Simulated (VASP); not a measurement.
VASP input:

File KPOINTS:
```
Automatic mesh
0
Gamma
6 6 6
0 0 0
```

**INCAR**
```
SYSTEM = ZrO2
PREC = Accurate
ENCUT = 520
EDIFF = 1E-6
NELM = 4
ALGO = Normal
LREAL = .FALSE.
LASPH = .TRUE.
ISMEAR = 0
SIGMA = 0.05
GGA = PE
LMAXMIX = 4
LWAVE = .FALSE.
LCHARG = .FALSE.
ISIF = 2
```

POSCAR:
```
ZrO2
1
    0.0000000000     2.5450000000     2.5450000000
    2.5450000000     0.0000000000     2.5450000000
    2.5450000000     2.5450000000     0.0000000000
Zr O
1 2
Direct
  0.0000000000   0.0000000000   0.0000000000
  0.2500000000   0.2500000000   0.2500000000
  0.7500000000   0.7500000000   0.7500000000
```

POTCAR, in this order: Zr_sv O (PBE.64 set). Program: vasp_std.

Q: What happens when VASP runs on this input?

A: There is a fault: NELM is too small, so the electronic loop ends before EDIFF is met. The run did not converge; its last values are not results. Against the sound run, the energy per atom (σ→0) decreases by 2.114 eV/atom; the pressure goes up by 191.07 GPa; the band gap goes up by 4.27 eV.

### standard output
```
 POSCAR found type information on POSCAR ZrO
 POSCAR found :  2 types and       3 ions
 Reading from existing POTCAR
 Reading from existing POTCAR
 LDA part: xc-table for (Slater+PW92), standard interpolation
 POSCAR, INCAR and KPOINTS ok, starting setup
 WAVECAR not read
 entering main loop
       N       E                     dE             d eps       ncg     rms          rms(c)
DAV:   1     0.188080247319E+03    0.18808E+03   -0.14747E+04   512   0.155E+03
DAV:   2    -0.272725700346E+02   -0.21535E+03   -0.21101E+03   664   0.388E+02
DAV:   3    -0.347037482785E+02   -0.74312E+01   -0.74251E+01   760   0.729E+01
DAV:   4    -0.349019832490E+02   -0.19823E+00   -0.19821E+00   760   0.815E+00

 -----------------------------------------------------------------------------
|                                                                             |
|           W    W    AA    RRRRR   N    N  II  N    N   GGGG   !!!           |
|           W    W   A  A   R    R  NN   N  II  NN   N  G    G  !!!           |
|           W    W  A    A  R    R  N N  N  II  N N  N  G       !!!           |
|           W WW W  AAAAAA  RRRRR   N  N N  II  N  N N  G  GGG   !            |
|           WW  WW  A    A  R   R   N   NN  II  N   NN  G    G                |
|           W    W  A    A  R    R  N    N  II  N    N   GGGG   !!!           |
|                                                                             |
|     The electronic self-consistency was not achieved in the given           |
|     number of steps (NELM). The forces and other quantities evaluated       |
|     might not be reliable so examine the results carefully. If you find     |
|     spurious results, we suggest increasing NELM, if you were close to      |
|     convergence or switching to a different ALGO or adjusting the           |
|     density mixing parameters otherwise.                                    |
|                                                                             |
 -----------------------------------------------------------------------------

   1 F= -.34901983E+02 E0= -.34901983E+02  d E =-.109961E-13
```

### OUTCAR
```
------------------------ aborting loop EDIFF was not reached (unconverged)  ----------------------------
  FORCE on cell =-STRESS in cart. coord.  units (eV):
  Direction    XX          YY          ZZ          XY          YZ          ZX
  --------------------------------------------------------------------------------------
  Total       40.1417126     40.1417126     40.1417126     -0.0000000      0.0000000      0.0000000
  in kB     1950.8016927   1950.8016927   1950.8016927     -0.0000000      0.0000000      0.0000000
  external PRESSURE =    1950.8016927 kB  Pullay stress =       0.0000000 kB
  volume of cell :       32.97
      direct lattice vectors                 reciprocal lattice vectors
     0.000000000  2.545000000  2.545000000    -0.196463654  0.196463654  0.196463654
     2.545000000  0.000000000  2.545000000     0.196463654 -0.196463654  0.196463654
     2.545000000  2.545000000  0.000000000     0.196463654  0.196463654 -0.196463654
 POSITION                                       TOTAL-FORCE (eV/Angst)
 -----------------------------------------------------------------------------------
      0.00000      0.00000      0.00000         0.000000     -0.000000      0.000000
      1.27250      1.27250      1.27250         0.000000      0.000000      0.000000
      3.81750      3.81750      3.81750        -0.000000     -0.000000     -0.000000
 -----------------------------------------------------------------------------------
    total drift:                                0.000000      0.000000      0.000000
  FREE ENERGIE OF THE ION-ELECTRON SYSTEM (eV)
  ---------------------------------------------------
  free  energy   TOTEN  =       -34.9019832490 eV

  energy  without entropy=      -34.9019832490  energy(sigma->0) =      -34.90198325
```
(Selected blocks of OUTCAR.)

To mend it, set NELM = 100.

The mended run (PBE GGA, plane waves, VASP's PBE PAW potentials (set 64)) converges, and its OSZICAR ends with
```
   1 F= -.28560550E+02 E0= -.28560550E+02  d E =-.101112E-14
```

The compound is ZrO2 in the fluorite structure, the high-temperature cubic form, which is unstable at 0 K; the monoclinic form is the stable one. The cell was not relaxed at this level.
